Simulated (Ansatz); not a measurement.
Here is an unrelaxed guess for P.

```cif
data_structure
_symmetry_space_group_name_H-M 'P 1'
_symmetry_Int_Tables_number 1
_cell_length_a 4.9329
_cell_length_b 4.9329
_cell_length_c 4.9329
_cell_angle_alpha 98.724
_cell_angle_beta 98.724
_cell_angle_gamma 134.158
_cell_volume 79.32
loop_
_atom_site_label
_atom_site_type_symbol
_atom_site_fract_x
_atom_site_fract_y
_atom_site_fract_z
_atom_site_occupancy
P1 P 0.50000 0.50000 0.00000 1
P2 P 0.25000 0.75000 0.50000 1
P3 P 0.82518 0.62500 0.70018 1
P4 P 0.92482 0.12500 0.29982 1
P5 P 0.37500 0.17482 0.29982 1
P6 P 0.87500 0.07518 0.70018 1
```

Computed with DFT PBE, scalar-relativistic, plane waves, PAW (Ansatz 0.2.0). Settings: cutoff 420 eV, Γ-centred mesh 6×6×6 on the computed 6-atom cell, Gaussian smearing of 0.10 eV; no spin polarisation.

Energies count from the standard state of P at the same level. The references include black phosphorus.

Question: What does a single point on this coarse mesh give?

Answer: The pressure is 41.2 GPa (the mean over three directions, positive in compression), the largest force is 3.43 eV/Å, and the energy is +0.87 eV/atom against the standard state. The shortest distance is 2.06 Å.

Question: How much does it gain on relaxing, and where does it end?

Answer: Relaxing gains about 0.63 eV/atom (the start's value is from the coarse mesh, so the gain is rough) in 15 ionic steps and ends at +0.23 eV/atom on the finer mesh. The symmetry goes from I4_122 (No. 98) to I4_1/amd (No. 141). The volume per atom grows by 14.6 %, from 13.2 to 15.1 Å³. The shortest distance goes from 2.06 Å (P–P) to 2.34 Å (P–P). Conventional cell: a = 6.243 Å, c = 4.663 Å. Around P on a site of symmetry -4m2 lie 4 P at 2.34 Å; P on a site of symmetry 2/m is surrounded by 2 P at 2.34 Å and 4 P at 2.50 Å.

The last run used a 10×10×10 mesh for its 6-atom cell and Gaussian smearing of 0.10 eV. The reference form of P is held partly by dispersion forces, which this level lacks. The relaxation can't lower the symmetry of the start. A structure relaxed within its symmetry needn't be a true minimum. Another cell of P relaxed alike, in Cmmm, lies 145 meV/atom lower, so this cell isn't the stable form at this level.
